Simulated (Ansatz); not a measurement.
# Ga (simple hexagonal type): the cost of one run

Computed with Ansatz 0.2.0 (DFT PBE, with the methods named in each step, unless a step's input says otherwise).

## (1) The structure to begin with

The structure is hexagonal, space group P6/mmm (No. 191). The conventional cell has a = 2.859 Å, b = 2.859 Å, c = 2.737 Å, α = 90.00°, β = 90.00°, γ = 120.00°. Ga (site symmetry 6/mmm) is surrounded by 8 Ga at 2.74 to 2.86 Å.

Coordinates:

```cif
data_structure
_symmetry_space_group_name_H-M 'P6/mmm'
_symmetry_Int_Tables_number 191
_cell_length_a 2.8592
_cell_length_b 2.8592
_cell_length_c 2.7372
_cell_angle_alpha 90.000
_cell_angle_beta 90.000
_cell_angle_gamma 120.000
_cell_volume 19.38
loop_
_atom_site_label
_atom_site_type_symbol
_atom_site_symmetry_multiplicity
_atom_site_Wyckoff_symbol
_atom_site_fract_x
_atom_site_fract_y
_atom_site_fract_z
_atom_site_occupancy
Ga1 Ga 1 a 0.00000 0.00000 0.00000 1
```

The file gives the conventional cell by its symmetry; the runs use the cell typed in the input.

Whether this phase is the stable one at these pressures isn't tested.

## (2) The reference volume, LAPW

Input file input.yaml:

```yaml
crystal:
  lattice:
    - [2.8591648529, 0.0, 0.0]
    - [-1.4295824264, 2.4761093962, 0.0]
    - [0.0, 0.0, 2.7371710735]
  atoms:
    - { symbol: Ga, position: [0.0, 0.0, 0.0] }
kpoints:
  mp_grid: { grid: [17, 17, 15] }
  band_path:
    path:
      - [0.0, 0.0, 0.0]
      - [0.5, 0.0, 0.0]
      - [0.3333333333, 0.3333333333, 0.0]
      - [0.0, 0.0, 0.0]
      - [0.0, 0.0, 0.5]
      - [0.5, 0.0, 0.5]
      - [0.3333333333, 0.3333333333, 0.5]
      - [0.0, 0.0, 0.5]
      - [0.5, 0.0, 0.5]
    npoints: 14
scf:
  occupations: { method: fermi_dirac, width: 0.05 }
hamiltonian:
  xc: pbe
  pseudopotentials: { kind: all_electron, lapw: { basis_error: 0.001 } }
output:
  forces: true
  stress: true
  eigenvalues: true
  populations: true
  dos: { projected: true, de: 0.2, e_range: [-14, 8] }
```

Started as:

```bash
$ ansatz run input.yaml --threads 1 --pin off --max-ram 2048MiB --backend cpu --events-out ev --progress --plain --runs-dir out
```

Q: Estimate wall time and peak memory on 1 thread of Arm Neoverse V1, shared host.

About 21 s, with a peak of 0.36 GiB.
